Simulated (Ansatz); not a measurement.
# Zr: the cost of one run

Computed with Ansatz 0.2.0 (DFT PBE, scalar-relativistic, unless a step's input says otherwise).

1 further run of the same task is left out (it didn't finish).

## 1. The system as given

The structure is hexagonal, space group P6_3/mmc (No. 194). Conventional cell: a = 3.232 Å, b = 3.232 Å, c = 5.147 Å, α = 90.00°, β = 90.00°, γ = 120.00°. Zr (site symmetry -6m2) has 12 Zr at 3.18 to 3.23 Å as nearest neighbours.

As a file:

```cif
data_structure
_symmetry_space_group_name_H-M 'P6_3/mmc'
_symmetry_Int_Tables_number 194
_cell_length_a 3.2320
_cell_length_b 3.2320
_cell_length_c 5.1470
_cell_angle_alpha 90.000
_cell_angle_beta 90.000
_cell_angle_gamma 120.000
_cell_volume 46.56
loop_
_atom_site_label
_atom_site_type_symbol
_atom_site_symmetry_multiplicity
_atom_site_Wyckoff_symbol
_atom_site_fract_x
_atom_site_fract_y
_atom_site_fract_z
_atom_site_occupancy
Zr1 Zr 2 c 0.33333 0.66667 0.25000 1
```

The file gives the conventional cell by its symmetry; the runs use the cell typed in the input.

The cell is a deposited one (Crystallography Open Database entry 9008523); the temperature and pressure of the measurement aren't taken into account, and nothing was relaxed.

Atoms are numbered in the order of the input: Zr1, Zr2.

## 2. Full-potential LAPW

Contents of input.yaml:

```yaml
crystal:
  lattice:
    - [3.2319982225, 0.0, 0.0]
    - [-1.6159991112, 2.7989925656, 0.0]
    - [0.0, 0.0, 5.147]
  atoms:
    - { symbol: Zr, position: [0.3333333333, 0.6666666667, 0.25] }
    - { symbol: Zr, position: [0.6666666667, 0.3333333333, 0.75] }
kpoints:
  mp_grid: { grid: [13, 13, 7] }
  band_path:
    path:
      - [0.0, 0.0, 0.0]
      - [0.5, 0.0, 0.0]
      - [0.3333333333, 0.3333333333, 0.0]
      - [0.0, 0.0, 0.0]
      - [0.0, 0.0, 0.5]
      - [0.5, 0.0, 0.5]
      - [0.3333333333, 0.3333333333, 0.5]
      - [0.0, 0.0, 0.5]
      - [0.5, 0.0, 0.5]
    npoints: 14
scf:
  occupations: { method: fermi_dirac, width: 0.03 }
hamiltonian:
  xc: pbe
  pseudopotentials: { kind: all_electron, lapw: { basis_error: 0.00025 } }
output:
  forces: true
  stress: true
  eigenvalues: true
  populations: true
  dos: { projected: true, de: 0.2, e_range: [-14, 8] }
```

On the command line:

```sh
$ ansatz run input.yaml --threads 1 --pin off --max-ram 2048MiB --backend cpu --events-out ev --progress --plain --runs-dir out
```

**Question.** How long does this run take on 1 thread of Intel Xeon 6975P-C (Granite Rapids), shared host?

About 19 s.
